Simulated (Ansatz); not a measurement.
Ideal shear of a crystal plane in ZnS

The calculation used Ansatz, DFT r2SCAN, scalar-relativistic, plane waves, PAW. Settings: plane waves to 500 eV, k-mesh 7×7×2 (Γ-centred), Gaussian smearing 0.05 eV. No spin polarisation. Energies are free energies at this smearing, counted from the undisturbed cell; pressure is positive in compression.

The starting cell (relaxed at this level):

```yaml
crystal:
  lattice:
    - [-3.80874, 0.00000, 0.00000]
    - [-1.90437, -3.29846, 0.00000]
    - [0.00000, 0.00000, 12.46647]
  atoms:
    - { symbol: Zn, position: [0.00000, 0.00000, 0.65626] }
    - { symbol: Zn, position: [0.00000, 0.00000, 0.15626] }
    - { symbol: Zn, position: [0.33333, 0.33333, 0.90622] }
    - { symbol: Zn, position: [0.66667, 0.66667, 0.40622] }
    - { symbol: S, position: [0.00000, 0.00000, 0.84339] }
    - { symbol: S, position: [0.00000, 0.00000, 0.34339] }
    - { symbol: S, position: [0.33333, 0.33333, 0.09373] }
    - { symbol: S, position: [0.66667, 0.66667, 0.59373] }
```

The cut lies on the cell's a–b face, a (0 0 1) plane (indices in the standard cell, whose axes needn't be the Cartesian ones shown) of area 12.56 Å², between layers 2.34 Å apart. Vector c is tilted by f times 1·a + 0·b (length 3.809 Å) with the atoms' Cartesian places fixed: one unrelaxed fault a cell. The traction is dγ/du, the slope of γ against the slip u in Å. Some rows repeat others by symmetry and weren't run.

| f | γ (mJ/m²) | traction (GPa) |
| --- | --- | --- |
| 0.0000 | 0 | 0.0 |
| 0.1000 | 61 | 3.3 |
| 0.2000 | 252 | 6.7 |
| 0.3000 | 555 | 8.7 |
| 0.4000 | 860 | 6.5 |
| 0.5000 | 994 | 0.0 |
| 0.6000 | 860 | -6.5 |
| 0.7000 | 555 | -8.7 |
| 0.8000 | 252 | -6.7 |
| 0.9000 | 61 | -3.3 |

Q: Read off the first barrier and the stress needed to climb it, and compare with Frenkel's sinusoid.

A: The first sampled maximum lies at f = 0.500, a slip of 1.90 Å, with γ ≈ 994 mJ/m², which stands in for the unstable fault energy γ_us, and the steepest sampled slope before it is 8.7 GPa. A sinusoid γ = γ_us sin²(πu/λ) with its maximum there has λ = 3.81 Å and a largest slope πγ_us/λ = 8.2 GPa (1 mJ/m² per Å = 0.01 GPa). The stand-in is too high: the stress and forces give a traction of 3.3 GPa across the line at this point, so it is no saddle, and slip that bends off the line crosses lower.

Q: Is there a metastable fault on this line?

A: Apart from points where γ returns to about zero, no local minimum shows among the samples, so at this sampling the line offers no fault for a dislocation to split on; a fault can still lie off the line.

The cut is rigid; relaxing the faces lowers these energies and usually the stresses.

Cost: 6 runs of about 6.4 core-minutes in all, on Arm Neoverse V2 (shared hosts).